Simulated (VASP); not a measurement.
The system is TiSe2.

```
Ti Se
1.0
     3.53600    0.00000    0.00000
    -1.76800    3.06227    0.00000
     0.00000    0.00000    6.00400
Ti Se
1 2
Direct
  0.00000 0.00000 0.00000
  0.33333 0.66667 0.25520
  0.66667 0.33333 0.74480
```

```yaml
Program: VASP 6.6.1
Task: relaxation of cell and atoms
Functional: PBEsol
Potentials_or_basis: VASP PAW PBE potentials, release 64 (Ti_sv, Se)
Cutoff: 520 eV
k_mesh: 12 × 12 × 6
Occupations: gaussian, width 0.02 eV
Spin: no spin polarisation
```

At the start: pressure -2.1 GPa; volume 21.67 Å³/atom.

Problem. How do energy, volume and symmetry change on relaxing?

Solution. Over 20 steps the energy falls by 6.0 meV/atom and the volume is 20.70 Å³/atom (-4.5 %); space group P-3m1 (No. 164, to 0.05 Å).

The path:
```csv
step,energy change (eV),largest force (eV/Å),pressure (GPa),volume (Å³)
1,0.0000,0.0849,-2.14,65.01
2,-0.0060,0.3664,1.72,62.33
3,-0.0119,0.1735,0.05,63.42
4,-0.0152,0.1021,-0.02,63.18
5,-0.0163,0.0203,-0.12,62.88
6,-0.0163,0.0318,-0.10,62.92
7,-0.0167,0.0381,-0.01,62.76
8,-0.0173,0.0573,0.30,62.28
9,-0.0174,0.0461,0.23,62.27
10,-0.0178,0.0131,0.05,62.25
11,-0.0177,0.0528,-0.32,62.20
12,-0.0179,0.0123,-0.09,62.23
13,-0.0179,0.0102,-0.07,62.19
14,-0.0179,0.0071,-0.04,62.13
15,-0.0179,0.0014,0.03,62.00
16,-0.0179,0.0055,-0.01,62.09
17,-0.0179,0.0057,-0.02,62.10
18,-0.0179,0.0056,-0.02,62.09
19,-0.0179,0.0022,0.00,62.09
20,-0.0179,0.0013,0.01,62.09
```

Final structure:
```yaml
crystal:
  lattice:
    - [3.47581, 0.00000, 0.00000]
    - [-1.73790, 3.01014, 0.00000]
    - [0.00000, 0.00000, 5.93454]
  atoms:
    - { symbol: Ti, position: [0.00000, 0.00000, 0.00000] }
    - { symbol: Se, position: [0.33333, 0.66667, 0.26080] }
    - { symbol: Se, position: [0.66667, 0.33333, 0.73920] }
```

Caveat: the PAW data sets were made with another functional, which shifts forces and pressure a little; this functional lacks dispersion, which binds the layers, so the pressure and a relaxed spacing across them are unreliable.
